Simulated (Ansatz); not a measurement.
# PbS: the cost of one run

Method: DFT PBE, scalar-relativistic, in Ansatz 0.2.0.

## Step 1: The structure to begin with

Symmetry: Fm-3m, No. 225, cubic system. The conventional cell has a = 5.930 Å, b = 5.930 Å, c = 5.930 Å, α = 90.00°, β = 90.00°, γ = 90.00°. Pb (site symmetry m-3m) is surrounded by 6 S at 2.96 to 2.97 Å. Around S (site symmetry m-3m) lie 6 Pb at 2.96 to 2.97 Å.

Coordinates:

```xyz
2
Lattice="0.0000 2.9650 2.9650 2.9650 0.0000 2.9650 2.9650 2.9650 0.0000" Properties=species:S:1:pos:R:3 pbc="T T T"
Pb    0.0000    0.0000    0.0000
S     2.9650    2.9650    2.9650
```

Atoms are numbered in the order of the input: Pb1, S2.

## Step 2: The deformed structure

Space group Fm-3m before, R-3m after.

## Step 3: All-electron LAPW

The input, input.yaml:

```yaml
crystal:
  lattice:
    - [-0.0593, 2.93535, 2.93535]
    - [2.93535, -0.0593, 2.93535]
    - [2.93535, 2.93535, -0.0593]
  atoms:
    - { symbol: Pb, position: [0.0, 0.0, 0.0] }
    - { symbol: S, position: [0.5, 0.5, 0.5] }
kpoints:
  mp_grid: { grid: [8, 8, 8] }
  band_path:
    path:
      - [0.0, 0.0, 0.0]
      - [0.5, 0.5, 0.5]
      - [0.2551801333, 0.5, 0.7448198667]
      - [-0.2551801333, 0.2551801333, 0.5]
      - [0.0, 0.0, 0.5]
      - [0.0, 0.0, 0.0]
      - [-0.3775900666, 0.0, 0.3775900666]
      - [0.0, 0.3775900666, 0.6224099334]
      - [0.0, 0.5, 0.5]
    npoints: 5
scf:
  occupations: { method: fermi_dirac, width: 0.01 }
hamiltonian:
  xc: pbe
  pseudopotentials: { kind: all_electron, lapw: { basis_error: 0.0005 } }
output:
  forces: true
  stress: true
  eigenvalues: true
```

Started as:

```console
$ ansatz run input.yaml --threads 1 --pin off --max-ram 3072MiB --backend cpu --events-out ev --progress --plain --runs-dir out
```

What time and memory should one allow on 1 thread of Arm Neoverse V1, shared host?

About 22 s, with a peak of 0.38 GiB.
